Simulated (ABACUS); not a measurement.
# Fe (Im-3m) in ABACUS: a series of runs

Runs on Fe. Level: PBE. Tasks: relaxation of cell and atoms.

Everything below comes from runs of ABACUS 3.10.1. Logs are shortened: lines on timing, memory, paths and dates and some standing lists are left out, and cuts for length are marked.

**1. Starting point**

Symmetry: Im-3m, No. 229, cubic system. The conventional cell has a = 2.886 Å, b = 2.886 Å, c = 2.886 Å, α = 90.00°, β = 90.00°, γ = 90.00°. Around Fe (site symmetry m-3m) lie 8 Fe at 2.50 Å.

**2. Relaxation of cell and atoms, PBE, collinear spin, ferromagnetic start**

Contents of INPUT:

```
INPUT_PARAMETERS
suffix              Fe
calculation         cell-relax
basis_type          pw
pseudo_dir          ./
symmetry            1
dft_functional      pbe
ecutwfc             90
pseudo_rcut         7
nspin               2
nbands              14
ks_solver           dav
smearing_method     fd
smearing_sigma      0.00367493
scf_thr             1e-08
scf_nmax            100
mixing_type         broyden
mixing_beta         0.4
cal_force           1
cal_stress          1
relax_nmax          60
force_thr_ev        0.01
relax_method        cg
out_stru            1
stress_thr          1
kpar                4
```

Contents of STRU:

```
ATOMIC_SPECIES
Fe 55.8450 Fe.upf

LATTICE_CONSTANT
1.8897261246

LATTICE_VECTORS
-1.4430000000 1.4430000000 1.4430000000
1.4430000000 -1.4430000000 1.4430000000
1.4430000000 1.4430000000 -1.4430000000

ATOMIC_POSITIONS
Cartesian

Fe
0.0
1
0.0000000000 0.0000000000 0.0000000000 1 1 1 mag 3
```

Contents of KPT:

```
K_POINTS
0
Gamma
9 9 9 0 0 0
```

Potentials or basis: PseudoDojo NC SR 0.4.1 PBE standard, plane waves.

The run is started by

```bash
$ OMP_NUM_THREADS=1 mpirun -np 4 abacus > log
```

running log:

```text
ABACUS v3.10.1

               Atomic-orbital Based Ab-initio Computation at UStc

 ------------------------------------------------------------------------------------

 READING GENERAL INFORMATION
                           global_out_dir = OUT.Fe/
                           global_in_card = INPUT
                               pseudo_dir = ./
                              orbital_dir =
                                    DSIZE = 4
                                    GSIZE = 1

 READING UNITCELL INFORMATION
                                    ntype = 1
                  lattice constant (Bohr) = 1.88973
              lattice constant (Angstrom) = 1

 READING ATOM TYPE 1
                               atom label = Fe
                      L=0, number of zeta = 1
                      L=1, number of zeta = 1
                      L=2, number of zeta = 1
             number of atom for this type = 1
               magnetization of element 1 = 3

                        TOTAL ATOM NUMBER = 1
CARTESIAN COORDINATES ( UNIT =       1.889726124600 Bohr ).
    atom                   x                   y                   z     mag                  vx                  vy                  vz
tauc_Fe1            0.0000000000        0.0000000000        0.0000000000  3.0000        0.0000000000        0.0000000000        0.0000000000

                          Volume (Bohr^3) = 81.1065
                             Volume (A^3) = 12.0187

 Lattice vectors: (Cartesian coordinate: in unit of a_0)
               -1.443              +1.443              +1.443
               +1.443              -1.443              +1.443
               +1.443              +1.443              -1.443
 Reciprocal vectors: (Cartesian coordinate: in unit of 2 pi/a_0)
                   +0             +0.3465             +0.3465
              +0.3465                  +0             +0.3465
              +0.3465             +0.3465                  +0
 The esolver type has been set to : ksdft_pw

                PAO radial cut off (Bohr) = 7

 Read in pseudopotential file is Fe.upf
                     pseudopotential type = NC
          exchange-correlation functional = PBE
                 nonlocal core correction = 1
                        valence electrons = 16
                                     lmax = 2
                           number of zeta = 4
                     number of projectors = 6
                           L of projector = 0
                           L of projector = 0
                           L of projector = 1
                           L of projector = 1
                           L of projector = 2
                           L of projector = 2
     initial pseudo atomic orbital number = 10
 The readin total magnetization is 3

 SETUP THE ELECTRONS NUMBER
            electron number of element Fe = 16
      total electron number of element Fe = 16
            AUTOSET number of electrons:  = 16
                           occupied bands = 8
                                   NBANDS = 14
                                   NLOCAL = 9

%%%%%%%%%%%%%%%%%%%%%%%%%%%%%%%%%%%%%%%%%%%%%%%%%%%%%%%%%%%%%%%%%%%%%%%%%%%%%%%%%%%%%%%%%%%%%%%%%%%%%%%%%%
 Warning: the number of valence electrons in pseudopotential > 8 for Fe: [Ar] 3d6 4s2
 Pseudopotentials with additional electrons can yield (more) accurate outcomes, but may be less efficient.
 If you're confident that your chosen pseudopotential is appropriate, you can safely ignore this warning.
%%%%%%%%%%%%%%%%%%%%%%%%%%%%%%%%%%%%%%%%%%%%%%%%%%%%%%%%%%%%%%%%%%%%%%%%%%%%%%%%%%%%%%%%%%%%%%%%%%%%%%%%%%

 SETUP THE PLANE WAVE BASIS
 energy cutoff for charge/potential (unit:Ry) = 360
            fft grid for charge/potential = [ 30, 30, 30 ]
                        fft grid division = [ 1, 1, 1 ]
        big fft grid for charge/potential = [ 30, 30, 30 ]
                                     nbxx = 27000
                                     nrxx = 27000

 SETUP PLANE WAVES FOR CHARGE/POTENTIAL
                    number of plane waves = 9405
                         number of sticks = 607

 PARALLEL PW FOR CHARGE/POTENTIAL
     PROC   COLUMNS(POT)             PW
        1            607           9405
 --------------- sum -------------------
        1            607           9405
                            number of |g| = 126
                                  max |g| = 32.4169
                                  min |g| = 0

----------- Double Check Mixing Parameters Begin ------------
mixing_type: broyden
mixing_beta: 0.4
mixing_gg0: 1
mixing_gg0_min: 0.1
mixing_beta_mag: 1.6
mixing_gg0_mag: 0
mixing_ndim: 8
----------- Double Check Mixing Parameters End ------------

 LATTICE VECTORS: (CARTESIAN COORDINATE: IN UNIT OF A0)
               -1.443              +1.443              +1.443
               +1.443              -1.443              +1.443
               +1.443              +1.443              -1.443
[... 44 lines left out ...]
       2 -0.11111111  0.11111111  0.00000000  0.0165       1
       3 -0.22222222  0.22222222  0.00000000  0.0165       2
       4 -0.33333333  0.33333333  0.00000000  0.0165       3
       5 -0.44444444  0.44444444  0.00000000  0.0165       4
       6 -0.22222222  0.11111111  0.11111111  0.0329      10
[... 22 lines left out ...]
      29 -0.44444444  0.44444444  0.22222222  0.0329     203
      30 -0.44444444  0.33333333  0.33333333  0.0329     204
[... 5 further k points ...]

                               nkstot now = 35
[... K-POINTS DIRECT COORDINATES: 35 rows ...]

           k-point number in this process = 9
       minimum distributed K point number = 8
[... stars of the k points ...]
                             nks(nspin=2) = 18
                          nkstot(nspin=2) = 70

[... K-POINTS CARTESIAN COORDINATES: 18 rows ...]

[... K-POINTS DIRECT COORDINATES: 18 rows ...]

 SETUP PLANE WAVES FOR WAVE FUNCTIONS
     energy cutoff for wavefunc (unit:Ry) = 90
              fft grid for wave functions = [ 30, 30, 30 ]
                    number of plane waves = 1745
                         number of sticks = 201

 PARALLEL PW FOR WAVE FUNCTIONS
     PROC   COLUMNS(POT)             PW
        1            201           1745
 --------------- sum -------------------
        1            201           1745

 SETUP NONLOCAL PSEUDOPOTENTIALS IN PLANE WAVE BASIS
 Fe non-local projectors:
 projector 1 L=0
 projector 2 L=0
 projector 3 L=1
 projector 4 L=1
 projector 5 L=2
 projector 6 L=2
      TOTAL NUMBER OF NONLOCAL PROJECTORS = 18

 Init Non-Local PseudoPotential table :
 Init Non-Local-Pseudopotential done.

                                     npwx = 1174

 Make real space PAO into reciprocal space.
       max mesh points in Pseudopotential = 701
     dq(describe PAO in reciprocal space) = 0.01
                                    max q = 1905

 number of pseudo atomic orbitals for Fe is 4
WARNING: norm of atomic wavefunction # 3 of atomic type Fe is 0.999976, renormalized
WARNING: norm of atomic wavefunction # 4 of atomic type Fe is 0.996498, renormalized

 -------------------------------------------
 STEP OF RELAXATION : 1
 -------------------------------------------
                                 init_chg = atomic

 PW ALGORITHM --------------- ION=   1  ELEC=   1--------------------------------
 Notice: Threshold on eigenvalues was too large.
 hsover_error=0.16 > DRHO=0.0341371
 Origin diag ethr = 0.01
 New diag ethr = 0.000213357
          total magnetism (Bohr mag/cell) = 2.53505
       absolute magnetism (Bohr mag/cell) = 2.55549
                        nelec for spin up = 9.26753
                      nelec for spin down = 6.73247
[... 158 lines left out ...]
 Largest gradient in stress is 37.948406 kbar.
 Threshold is 1.000000 kbar.

 Relaxation is not converged yet!
CARTESIAN COORDINATES ( UNIT =       1.889726124600 Bohr ).
    atom                   x                   y                   z     mag                  vx                  vy                  vz
tauc_Fe1            0.0000000000        0.0000000000        0.0000000000  3.0000        0.0000000000        0.0000000000        0.0000000000

                          Volume (Bohr^3) = 77.692258
                             Volume (A^3) = 11.512791
[... 10 lines left out ...]
 -------------------------------------------
 STEP OF RELAXATION : 2
 -------------------------------------------

[... set-up of the moved cell ...]

 PW ALGORITHM --------------- ION=   2  ELEC=   1--------------------------------
 Notice: Threshold on eigenvalues was too large.
 hsover_error=0.160000 > DRHO=0.000379
 Origin diag ethr = 0.010000
 New diag ethr = 0.000002
          total magnetism (Bohr mag/cell) = 2.448408
       absolute magnetism (Bohr mag/cell) = 2.599228
                        nelec for spin up = 9.224204
                      nelec for spin down = 6.775796

 Density error is 0.000548475935
                          Error Threshold = 0.000002366153
----------------------------------------------------------
     Energy           Rydberg                 eV
----------------------------------------------------------
 E_KohnSham     -250.6787566502      -3410.6594579984
 E_Harris       -250.8954464469      -3413.6076739318
 E_Fermi        1.3438215762         18.2836305319
----------------------------------------------------------

[... 5 further cycles ...]
 PW ALGORITHM --------------- ION=   2  ELEC=   7--------------------------------
          total magnetism (Bohr mag/cell) = 2.284881598810
       absolute magnetism (Bohr mag/cell) = 2.427899300392
                        nelec for spin up = 9.142440799405
                      nelec for spin down = 6.857559200595
[... 46 lines left out ...]
 Largest gradient in stress is 4.408840 kbar.
 Threshold is 1.000000 kbar.

 Relaxation is not converged yet!
CARTESIAN COORDINATES ( UNIT =       1.889726124600 Bohr ).
    atom                   x                   y                   z     mag                  vx                  vy                  vz
tauc_Fe1            0.0000000000        0.0000000000        0.0000000000  3.0000        0.0000000000        0.0000000000        0.0000000000

                          Volume (Bohr^3) = 76.991156
                             Volume (A^3) = 11.408899
[... 10 lines left out ...]
 -------------------------------------------
 STEP OF RELAXATION : 3
 -------------------------------------------

[... set-up of the moved cell ...]

 PW ALGORITHM --------------- ION=   3  ELEC=   1--------------------------------
 Notice: Threshold on eigenvalues was too large.
 hsover_error=0.160000 > DRHO=0.000436
 Origin diag ethr = 0.010000
 New diag ethr = 0.000003
          total magnetism (Bohr mag/cell) = 2.115733
       absolute magnetism (Bohr mag/cell) = 2.246072
                        nelec for spin up = 9.057867
                      nelec for spin down = 6.942133

 Density error is 0.000379307462
                          Error Threshold = 0.000002723243
----------------------------------------------------------
     Energy           Rydberg                 eV
----------------------------------------------------------
 E_KohnSham     -250.6789514974      -3410.6621090309
 E_Harris       -250.5079512938      -3408.3355319020
 E_Fermi        1.3485988224         18.3486283011
----------------------------------------------------------

[... 5 further cycles ...]
 PW ALGORITHM --------------- ION=   3  ELEC=   7--------------------------------
          total magnetism (Bohr mag/cell) = 2.222164531540
       absolute magnetism (Bohr mag/cell) = 2.362173249511
                        nelec for spin up = 9.111082265770
                      nelec for spin down = 6.888917734230
[... 142 lines left out ...]
 Largest gradient in stress is 0.232284 kbar.
 Threshold is 1.000000 kbar.

 Relaxation is converged!

 --------------------------------------------
 !FINAL_ETOT_IS -3410.6653912606157064 eV
 --------------------------------------------
```

Run time: 11 s. Hardware: 4 MPI ranks of Intel Xeon 6975P-C (Granite Rapids), shared host; peak memory 0.28 GiB.

Results:

```yaml
Free_energy: -3410.6654 eV
Relaxed_volume: 11.41 Å³/atom
Relaxed_cell: a = 2.456 Å, b = 2.456 Å, c = 2.456 Å, α = 109.47°, β = 109.47°, γ = 109.47°
Space_group_after_relaxing_to_0.05_Å: Im-3m (No. 229)
Energy_gained_by_relaxing: 6.3 meV/atom
Ionic_steps: 3
Pressure_after_relaxing: 0.0 GPa
Band_gap_on_the_k_mesh: none (metal or under the smearing width)
Net_moment: 2.22 μB per cell
Absolute_moment: 2.36 μB per cell
```

Step by step:
| step | energy change (eV) | largest force (eV/Å) | pressure (GPa) | volume (Å³) |
| --- | --- | --- | --- | --- |
| 1 | 0.0000 | 0.0000 | -3.79 | 12.02 |
| 2 | -0.0062 | 0.0000 | -0.44 | 11.51 |
| 3 | -0.0063 | 0.0000 | 0.02 | 11.41 |

Final structure:
```
CELL_PARAMETERS angstrom
-1.41817 1.41817 1.41817
1.41817 -1.41817 1.41817
1.41817 1.41817 -1.41817
ATOMIC_POSITIONS crystal
Fe 0.00000 0.00000 0.00000
```

(Continued in part 2 of 2.)
